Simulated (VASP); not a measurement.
VO2: band structure with PBE+U

The system is VO2.

```
CELL_PARAMETERS angstrom
4.50669 0.00000 0.00000
0.00000 4.50669 0.00000
0.00000 0.00000 3.03543
ATOMIC_POSITIONS crystal
V 0.00000 0.00000 0.00000
V 0.50000 0.50000 0.50000
O 0.29943 0.29943 0.00000
O 0.20057 0.79943 0.50000
O 0.70057 0.70057 0.00000
O 0.79943 0.20057 0.50000
```

- Program: VASP 6.6.1
- Task: band structure
- Functional: PBE
- Potentials or basis: VASP PAW PBE potentials, release 64 (V_sv, O)
- Cutoff: 520 eV
- k mesh: 6 × 6 × 10
- Occupations: gaussian, width 0.03 eV
- Spin: collinear spin, ferromagnetic start
- Starting moments: [1.0, 1.0, 0.0, 0.0, 0.0, 0.0] μB
- Hubbard terms: V d U = 3.25 eV
- Further INCAR settings: ALGO = Normal; EDIFF = 1e-06; NBANDS = 38; AMIX = 0.2; BMIX = 0.0001

```yaml
Pressure: 0.7 GPa
Largest_force: 0.004 eV/Å
Band_gap_on_the_k_mesh: 0.95 eV, indirect (least direct gap 1.19 eV)
Band_gap_along_the_path: 0.95 eV, indirect (least direct gap 1.19 eV)
Net_moment: 2.00 μB per cell
Site_moments: V +1.07; O -0.05 μB
Valence_electrons_inside_the_program's_atomic_spheres: V 11.32; O 5.05
```

Forces in eV/Å, atoms in the order of the input:
```
V    0.000  0.000  0.000
V    0.000  0.000  0.000
O    0.003  0.003  0.000
O   -0.003  0.003  0.000
O   -0.003 -0.003  0.000
O    0.003 -0.003  0.000
```

Levels at the corners of the path, in eV from the valence-band top:
Spin up:
| point | band 23 | band 24 | band 25 | band 26 | band 27 | band 28 | band 29 | band 30 |
| --- | --- | --- | --- | --- | --- | --- | --- | --- |
| Γ | -0.94 | -0.54 | -0.54 | 0.00 | 1.19 | 1.32 | 1.32 | 2.35 |
| X | -0.83 | -0.83 | -0.60 | -0.60 | 1.97 | 1.97 | 2.36 | 2.36 |
| X | -0.83 | -0.83 | -0.60 | -0.60 | 1.97 | 1.97 | 2.36 | 2.36 |
| M | -1.41 | -1.41 | -1.32 | -1.32 | 1.35 | 1.35 | 2.72 | 2.72 |
| M | -1.41 | -1.41 | -1.32 | -1.32 | 1.35 | 1.35 | 2.72 | 2.72 |
| Γ | -0.94 | -0.54 | -0.54 | 0.00 | 1.19 | 1.32 | 1.32 | 2.35 |
| Γ | -0.94 | -0.54 | -0.54 | 0.00 | 1.19 | 1.32 | 1.32 | 2.35 |
| Z | -1.59 | -1.59 | -0.80 | -0.80 | 2.13 | 2.13 | 2.65 | 2.65 |
| Z | -1.59 | -1.59 | -0.80 | -0.80 | 2.13 | 2.13 | 2.65 | 2.65 |
| R | -1.12 | -1.12 | -0.81 | -0.81 | 0.95 | 0.95 | 2.80 | 2.80 |
| R | -1.12 | -1.12 | -0.81 | -0.81 | 0.95 | 0.95 | 2.80 | 2.80 |
| A | -0.80 | -0.80 | -0.71 | -0.71 | 1.77 | 1.77 | 2.10 | 2.10 |
| A | -0.80 | -0.80 | -0.71 | -0.71 | 1.77 | 1.77 | 2.10 | 2.10 |
| Z | -1.59 | -1.59 | -0.80 | -0.80 | 2.13 | 2.13 | 2.65 | 2.65 |
| X | -0.83 | -0.83 | -0.60 | -0.60 | 1.97 | 1.97 | 2.36 | 2.36 |
| R | -1.12 | -1.12 | -0.81 | -0.81 | 0.95 | 0.95 | 2.80 | 2.80 |
| M | -1.41 | -1.41 | -1.32 | -1.32 | 1.35 | 1.35 | 2.72 | 2.72 |
| A | -0.80 | -0.80 | -0.71 | -0.71 | 1.77 | 1.77 | 2.10 | 2.10 |
Spin down:
```csv
point,band 22,band 23,band 24,band 25,band 26,band 27
Γ,-0.65,-0.65,-0.15,2.06,2.11,2.11
X,-2.14,-0.90,-0.90,2.72,2.72,3.06
X,-2.14,-0.90,-0.90,2.72,2.72,3.06
M,-1.80,-1.47,-1.47,2.14,2.14,2.57
M,-1.80,-1.47,-1.47,2.14,2.14,2.57
Γ,-0.65,-0.65,-0.15,2.06,2.11,2.11
Γ,-0.65,-0.65,-0.15,2.06,2.11,2.11
Z,-2.72,-1.62,-1.62,2.83,2.83,3.27
Z,-2.72,-1.62,-1.62,2.83,2.83,3.27
R,-2.13,-1.23,-1.23,1.76,1.76,3.45
R,-2.13,-1.23,-1.23,1.76,1.76,3.45
A,-1.55,-0.78,-0.78,2.47,2.47,2.80
A,-1.55,-0.78,-0.78,2.47,2.47,2.80
Z,-2.72,-1.62,-1.62,2.83,2.83,3.27
X,-2.14,-0.90,-0.90,2.72,2.72,3.06
R,-2.13,-1.23,-1.23,1.76,1.76,3.45
M,-1.80,-1.47,-1.47,2.14,2.14,2.57
A,-1.55,-0.78,-0.78,2.47,2.47,2.80
```

Eigenvalues of the final occupation matrices:
| site | spin | trace | eigenvalues |
| --- | --- | --- | --- |
| site 1 d | 1 | 1.90 | 0.14 0.17 0.28 0.38 0.93 |
| site 1 d | 2 | 0.85 | 0.05 0.11 0.12 0.26 0.30 |
| site 2 d | 1 | 1.90 | 0.14 0.17 0.28 0.38 0.93 |
| site 2 d | 2 | 0.85 | 0.05 0.11 0.12 0.26 0.30 |

Wall time 90 s on 4 MPI ranks on Intel(R) Xeon(R) Platinum 8488C (Sapphire Rapids), with other jobs on the host, peak memory 0.46 GiB a rank.

The state reached can hang on the start; a lower one may exist.
